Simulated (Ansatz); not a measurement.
An input for Ansatz 0.2.0 (SrCl2 (fluorite (111) film, 1 layers)):

```yaml
crystal:
  lattice:
    - [4.9332718803, 0.0, 0.0]
    - [-2.4666359402, 4.2723387721, 0.0]
    - [0.0, 0.0, 27.1]
  atoms:
    - { symbol: Cl, position: [0.6666666667, 0.3333333333, 0.4641068307] }
    - { symbol: Sr, position: [0.0, 0.0, 0.5] }
    - { symbol: Cl, position: [0.3333333333, 0.6666666667, 0.5358931693] }
  periodic: [true, true, false]
kpoints:
  mp_grid: { grid: [3, 3, 1] }
  band_path:
    path: [[0.0, 0.0, 0.0], [0.5, 0.0, 0.0], [0.3333333333, 0.3333333333, 0.0]]
    npoints: 1
hamiltonian:
  xc: hse06
scf:
  occupations: { method: fixed }
  n_extra_bands: 5
output:
  eigenvalues: true
```

```sh
ansatz run input.yaml --threads 4 --pin off --max-ram 17510MiB --backend cpu --events-out ev --progress --plain --runs-dir out
```

**Question.** How long will it take on 4 threads of Arm Neoverse V1, shared host, and how much memory?

It took 28 s; on shared hardware allow 14 s to 56 s. Peak host memory was 1.1 GiB. The sizes that set the cost: 11149 plane waves a state, 3 irreducible k points and 9 SCF cycles.

Exact exchange couples every pair of k points and filled bands, so it costs far more than a semilocal run.

[Paths, hosts, dates, memory and timing lines, banners, echoed tables and standing remarks are left out of the program output.]

[Logs are printed without paths, hosts, clocks, repeated set-up lines and the standing remarks that a program may print on its own settings, such as how far it seeks lower states.]

[Runs of the session that timed out or met a known fault of the program may be left out.]

[Cells called generated may have been cut or substituted from an entry of the Crystallography Open Database or the Materials Project.]

[Hosts, paths, dates, database ids (printed as entryN), source tags and the programs' standing remarks are cut or masked in the printed files.]
